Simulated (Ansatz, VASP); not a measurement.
One calculation of HgTe (Coloradoite), two programs

```
Hg Te
1.0
     0.00000    3.21450    3.21450
     3.21450    0.00000    3.21450
     3.21450    3.21450    0.00000
Hg Te
1 1
Direct
  0.00000 0.00000 0.00000
  0.75000 0.75000 0.75000
```

Alike in both runs: task relaxation of cell and atoms; functional BLYP; k mesh 7 × 7 × 7; occupations fermi-dirac, width 0.05 eV; no spin polarisation.

```csv
,VASP,Ansatz
version,VASP 6.6.1,Ansatz 0.2.0
potentials or method,"VASP PAW PBE potentials, release 64 (Hg, Te)",Ansatz PAW
plane-wave cutoff (eV),600,420
valence electrons in the cell,18,36
```

```csv
,VASP,Ansatz,Ansatz less VASP
"gap on the k mesh at the Fermi level, each at its own relaxed structure (eV)",none,none,-
relaxed volume (Å³/atom),40.18,39.93,-0.257
relaxed cell length with the largest relative difference (Å),4.844,4.834,-0.0103
energy change over the relaxation (meV/atom),-146,-136,+10.2
```

A gap of «none» marks a metal or a gap that the smearing closes. The two sets of potentials don't hold the same shells in valence.

Caveats: the volume moved by over 15 % at a fixed basis, so the end points are rough; the PAW data sets were made with another functional, which shifts forces and pressure a little (VASP); the volume moved by +21 % from the deposited cell, more than functionals usually miss (VASP); the plane-wave basis is chosen anew once the cell has moved, so the energies of steps on either side of that aren't comparable (Ansatz); the volume moved by +20 % from the deposited cell, more than functionals usually miss (Ansatz); the PAW data sets come from PBE, with cores solved anew for the run's functional, which leaves a small shift of forces and pressure (Ansatz). BLYP gives volumes clearly too large for solids. Spin-orbit coupling is left out, which matters for the levels of Hg, Te.
